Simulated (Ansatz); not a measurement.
# Li₅NbO₅: computed properties

These are results of DFT PBEsol, scalar-relativistic, plane waves, PAW in Ansatz 0.2.0, not measurements.

Cutoff 420 eV; k points 6×6×4 on the computed 11-atom cell (Γ-centred); Gaussian smearing, width 0.02 eV; no spin polarisation.

The structure is relaxed at this level of theory with its symmetry kept. Whether it is the stable form of this composition wasn't checked.

It takes space group C2/m (No. 12, monoclinic). The conventional cell has a = 9.649 Å, b = 4.008 Å, c = 5.777 Å, α = 90.00°, β = 108.75°, γ = 90.00°. Li (site symmetry m) is surrounded by 4 O at 1.93 to 2.06 Å. Li (site symmetry m) has 5 O at 1.97 to 2.23 Å as nearest neighbours. Li (site symmetry 2/m) has 4 O at 1.96 to 2.11 Å as nearest neighbours. Nb (site symmetry 2/m) is surrounded by 6 O at 1.97 to 2.00 Å. Around O (site symmetry m) lie 5 Li at 1.93 to 2.05 Å and 1 Nb at 1.98 Å. Around O (site symmetry m) lie 5 Li at 1.96 to 2.11 Å and 1 Nb at 1.97 Å. Around O (site symmetry 2/m) lie 2 Nb at 2.00 Å and 2 Li at 2.23 Å.

| Quantity | Value |
| --- | --- |
| Volume per atom | 9.62 Å³ |
| Formation energy from the elements' standard states (uncorrected) | -2.319 eV/atom |
| Kohn–Sham band gap | 3.15 eV, indirect from (0.276, -0.281, 0.000) to Γ (the valley at M2 lies within 0.03 eV, so the order isn't resolved) |
| Löwdin character of the top 1 eV of the valence band | O 2p 96 % |
| Löwdin character of the lowest 1 eV of the conduction band | Nb 4d 67 %, O 2p 23 % |
| Electron masses at the edge by Cartesian direction of the standard setting (m_e; degenerate bands sorted by energy; no spin-orbit coupling) | x: 2.5; y: 0.55; z: 1.1 |
| Hole masses at the edge by Cartesian direction of the standard setting (m_e; degenerate bands sorted by energy; no spin-orbit coupling) | x: 4.0; y: 1.3; z: 1.4 |
| Bulk modulus | 101 GPa |
| Its pressure derivative | 4.0 |